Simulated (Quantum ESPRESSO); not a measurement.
Here is a Quantum ESPRESSO 7.5 calculation.

Contents of pw.in:

```
&CONTROL
  calculation = 'scf'
  prefix = 'pwscf'
  outdir = './tmp'
  pseudo_dir = './pseudo'
  tprnfor = .true.
  tstress = .true.
  disk_io = 'low'
/
&SYSTEM
  ibrav = 0
  nat = 1
  ntyp = 1
  ecutwfc = 45
  ecutrho = 360
  nbnd = 12
  occupations = 'smearing'
  smearing = 'fd'
  degauss = 0.00367493
/
&ELECTRONS
  conv_thr = 2d-10
  electron_maxstep = 120
  mixing_beta = 0.5
/
ATOMIC_SPECIES
Hf   178.4900 hf_pbesol_v1.uspp.F.UPF
CELL_PARAMETERS angstrom
   0.0000000000    2.2200000000    2.2200000000
   2.2200000000    0.0000000000    2.2200000000
   2.2200000000    2.2200000000    0.0000000000
ATOMIC_POSITIONS crystal
Hf     0.0000000000    0.0000000000    0.0000000000
K_POINTS automatic
10 10 10 0 0 0
```

File pp_density.in:

```
&INPUTPP
  prefix = 'pwscf'
  outdir = './tmp'
  filplot = 'density.dat'
  plot_num = 0
/
&PLOT
  nfile = 1
  filepp(1) = 'density.dat'
  iflag = 3
  output_format = 6
  fileout = 'density.cube'
/
```

The input pp_potential.in:

```
&INPUTPP
  prefix = 'pwscf'
  outdir = './tmp'
  filplot = 'potential.dat'
  plot_num = 11
/
&PLOT
  nfile = 1
  filepp(1) = 'potential.dat'
  iflag = 3
  output_format = 6
  fileout = 'potential.cube'
/
```

Potentials or basis: GBRV 1.5 PBEsol.

Run with:

```console
$ OMP_NUM_THREADS=1 mpirun -n 2 pw.x -nk 2 -in pw.in > pw.out
$ OMP_NUM_THREADS=1 mpirun -n 1 pp.x -in pp_density.in > pp_density.out
$ OMP_NUM_THREADS=1 mpirun -n 1 pp.x -in pp_potential.in > pp_potential.out
```

(1) Estimate the band gap on the k mesh.

(2) What does it give for the pressure?

Answers

(1) none (metal or under the smearing width).

(2) -1.6 GPa.
